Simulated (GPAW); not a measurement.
Write an ASE script for GPAW 26.7.0 that does the following.

| Item | Value |
| --- | --- |
| Task | relaxation of cell and atoms |
| Functional | PBEsol |
| Potentials or basis | PAW data sets generated in the run's folder for this functional |
| Cutoff | 600 eV |
| Basis | pw |
| k mesh | 7 × 4 × 4 |
| Occupations | fermi-dirac, width 0.05 eV |
| Spin | no spin polarisation |
| Maxiter | 150 |
| Optimizer | BFGS |
| Fmax | 0.02 eV/Å |
| Max steps | 60 |
| Convergence | density=1e-05 forces=0.0001 |

TiAl3:

```
Ti Al
1.0
     2.83968    0.00000    0.00000
     0.00000    4.68126    0.00000
     0.00000    0.00000    4.90074
Ti Al
1 3
Direct
  0.00000 0.50000 0.16592
  0.00000 0.00000 0.83590
  0.50000 0.00000 0.33091
  0.50000 0.50000 0.66727
```

The cell comes from a database or a generator and needn't be the stable form of this composition.

One way to write it, as run:

run.py

```python
from ase import Atoms
from ase.filters import FrechetCellFilter
from ase.io import write
from ase.optimize import BFGS
from gpaw import GPAW, PW, setup_paths

setup_paths.insert(0, '.')

atoms = Atoms(['Ti', 'Al', 'Al', 'Al'],
              cell=[[2.839677, 0.0, 0.0],
                    [0.0, 4.681264, 0.0],
                    [0.0, 0.0, 4.900742]],
              scaled_positions=[[0.0, 0.5, 0.165916],
                                [0.0, 0.0, 0.8359],
                                [0.5, 0.0, 0.330912],
                                [0.5, 0.5, 0.667271]],
              pbc=True)

calc = GPAW(mode=PW(600),
            xc='PBEsol',
            kpts={'size': (7, 4, 4), 'gamma': True},
            occupations={'name': 'fermi-dirac', 'width': 0.05},
            nbands=23,
            convergence={'density': 1e-05, 'forces': 0.0001},
            maxiter=150,
            txt='gpaw.txt')
atoms.calc = calc
opt = BFGS(FrechetCellFilter(atoms), trajectory='relax.traj', logfile='-')
done = opt.run(fmax=0.02, steps=60)
calc.write('gs.gpw')
write('result.traj', atoms)
print('Converged:', done)
print('Cell:', atoms.cell.cellpar().round(4))
print('Volume:', round(atoms.get_volume(), 4))
print(atoms.get_scaled_positions().round(5))
```

Potentials or basis: PAW data sets generated in the run's folder for this functional, pw.

The run is started by

```console
$ gpaw-setup -f PBEsol Al Ti
$ OMP_NUM_THREADS=1 python run.py
```

It gave:

The relaxed volume is 15.87 Å³/atom. The relaxed cell is a = 2.848 Å, b = 4.583 Å, c = 4.864 Å, α = 90.00°, β = 90.00°, γ = 90.00° and the space group after relaxing (to 0.05 Å) is Pmm2 (No. 25). The energy gained by relaxing is 4.7 meV/atom, the ionic steps are 9 and the pressure after relaxing is 0.1 GPa. The largest force after relaxing is 0.019 eV/Å and the band gap on the k mesh is none (metal or under the smearing width).

Caveat: later steps reuse the first step's grids.

Run time: 4.5 min on 1 thread of Arm Neoverse V1 (shared host), peak memory 0.32 GiB.
